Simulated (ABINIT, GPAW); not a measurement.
This is a calculation of In for ABINIT 10.8.3 (patched build). This isn't the form of In at room conditions, which is tetragonal.

The input run.abi:

```
# Pseudopotentials
pp_dirpath "./"
pseudos "In.upf"

# Structure
acell 3*1.0
rprim
     6.3031527308     0.0000000000     0.0000000000
    -3.1515763654     5.4586903889     0.0000000000
     0.0000000000     0.0000000000    10.4107713002
ntypat 1
znucl 49
natom 2
typat 1 1
xcart
     1.6677423912     0.9628715183     4.1318571900
    -0.0000000002     1.9257430369     1.3772857300 Angstrom

# Plane-wave basis
ecut 35.0

# k points
kptopt 1
ngkpt 9 9 5
nshiftk 1
shiftk 0.0 0.0 0.0

# Exchange and correlation
ixc -116133

# Bands and occupations
nband 17
occopt 3
tsmear 0.00183747

# SCF cycle
nstep 100
tolvrs 1.0e-10

# Output
iomode 3
prtwf 0
prtden 0
prteig 0
prtebands 0
enunit 2
```

Potentials or basis: PseudoDojo NC SR PBEsol v0.4.1 standard.

The run is started by

```bash
$ abinit run.abi > log 2>&1
```

**Question.** Translate it to GPAW 26.7.0 (ASE script). Potentials or basis there: PAW data sets generated for this functional, cutoff 600 eV.

**Answer.** As run (cutoffs and basis follow the program's own potentials, and thresholds, step limits or extra output files can differ):

Contents of run.py:

```python
from ase import Atoms
from ase.dft.bandgap import bandgap
from ase.io import write
from ase.units import GPa
from gpaw import GPAW, PW, setup_paths

setup_paths.insert(0, '.')

atoms = Atoms(['In', 'In'],
              cell=[[3.335484782, 0.0, 0.0],
                    [-1.667742391, 2.8886145552, 0.0],
                    [0.0, 0.0, 5.50914292]],
              scaled_positions=[[0.6666666667, 0.3333333333, 0.75],
                                [0.3333333333, 0.6666666667, 0.25]],
              pbc=True)

calc = GPAW(mode=PW(600),
            xc='PBEsol',
            kpts={'size': (9, 9, 5), 'gamma': True},
            occupations={'name': 'fermi-dirac', 'width': 0.05},
            nbands=23,
            convergence={'density': 1e-05, 'energy': 1e-05},
            maxiter=150,
            txt='gpaw.txt')
atoms.calc = calc
energy = atoms.get_potential_energy()
forces = atoms.get_forces()
stress = atoms.get_stress()
calc.write('gs.gpw')
write('result.traj', atoms)
print(f'Energy: {energy:.6f} eV')
print('Forces (eV/A):')
print(forces.round(4))
print('Stress (GPa):', (stress / GPa).round(3))
print('Fermi level:', round(calc.get_fermi_level(), 4), 'eV')
print(f'Gap: {bandgap(calc)[0]:.4f} eV, direct: {bandgap(calc, direct=True)[0]:.4f} eV')
```

Potentials or basis: PAW data sets generated in the run's folder for this functional, pw.

The run is started by

```bash
$ gpaw-setup -f PBEsol In
$ OMP_NUM_THREADS=1 python run.py
```

Both were run:

|  | ABINIT | GPAW |
| --- | --- | --- |
| Pressure | -1.4 GPa | -1.7 GPa |

Pressure is positive in compression.
